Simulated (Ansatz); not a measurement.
Start from `C#Cc1ccccc1` and change one atom or group to get `CC(C)Cc1ccccc1`.

Ansatz, PBE0-D4/def2-TZVP geometries, multiplicity 1. Each molecule was computed in one conformer, which needn't be the lowest.

```csv
property,`C#Cc1ccccc1`
LUMO energy (ωB97M-V/def2-TZVPP) / eV,0.93
HOMO energy (PBE0/def2-TZVPP) / eV,-6.89
HOMO energy (B3LYP/def2-TZVPP) / eV,-6.67
HOMO–LUMO gap (PBE/def2-TZVPP) / eV,4.05
HOMO energy (PBE/def2-TZVPP) / eV,-5.93
size of the dipole moment (B3LYP/def2-TZVPP) / D,0.73
```

Question: What does the change do to each property? (An estimate is asked.)

Answer: Ansatz gave: 
| property | `CC(C)Cc1ccccc1` | shift |
| --- | --- | --- |
| LUMO energy (ωB97M-V/def2-TZVPP) / eV | 1.80 | 0.87 |
| HOMO energy (PBE0/def2-TZVPP) / eV | -6.94 | -0.05 |
| HOMO energy (B3LYP/def2-TZVPP) / eV | -6.72 | -0.05 |
| HOMO–LUMO gap (PBE/def2-TZVPP) / eV | 4.89 | 0.84 |
| HOMO energy (PBE/def2-TZVPP) / eV | -5.97 | -0.04 |
| size of the dipole moment (B3LYP/def2-TZVPP) / D | 0.33 | -0.40 |

With PBE0 the HOMO falls by 0.05 eV and the LUMO rises by 0.87 eV, so the gap widens by about 0.92 eV. PBE moves the HOMO by -0.04 eV and ωB97M-V by -0.12 eV. Dipoles are sizes alone; their direction can turn.

B3LYP here is the variant with VWN-RPA as its local correlation; programs differ in this.

Positive LUMOs are unbound, so they and the gaps depend on the basis.
